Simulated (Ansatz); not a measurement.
## PbSe (Fm-3m) under several functionals

**Measured values to compare with.**

A printed reference work, data compilation reports, for a bulk crystal of PbSe at 300 K: lattice constant a 6.1243 Å.

Plane-wave DFT in Ansatz with scalar-relativistic PAW potentials. The same structure was relaxed (cell and atoms, symmetry kept) in separate runs at each level. No spin polarisation.

```csv
level,cutoff (eV),k mesh,V (Å³/atom),a (Å),gap (eV)
PBEsol,420,10×10×10,28.417,6.103,0.17
PBE+D3(BJ),420,10×10×10,28.852,6.134,0.31
r2SCAN,500,10×10×10,29.492,6.179,0.67
```

Q: Where does PBE (420 eV, k mesh 10×10×10) fall?

A: V (Å³/atom) 30.050, a (Å) 6.218, gap (eV) 0.43. Its volume is the largest of the set. The usual order of volumes, PBEsol < PBE, holds here (28.417, 30.050 Å³/atom). As a rule PBEsol, built on the gradient expansion of slowly varying densities, lies between LDA and PBE; PBE's stronger gradient term for exchange weakens bonds. Adding D3 to PBE changes the volume by -4.0 %; the term is attractive, so it pulls cells in. r2SCAN lies 1.9 % under PBE in volume. Each gap belongs to its own cell, so it mixes the functional's effect with that of the volume; gaps are the least found on the k mesh or on a band path.

For PBE: Against the measured lattice constant a of PbSe, 6.1243 Å (300 K; a printed reference work, data compilation), the calculated 6.218 Å is off by +1.5 %. The calculations are for 0 K without zero-point motion.

Spin-orbit coupling is left out, which matters for the bands of heavy elements.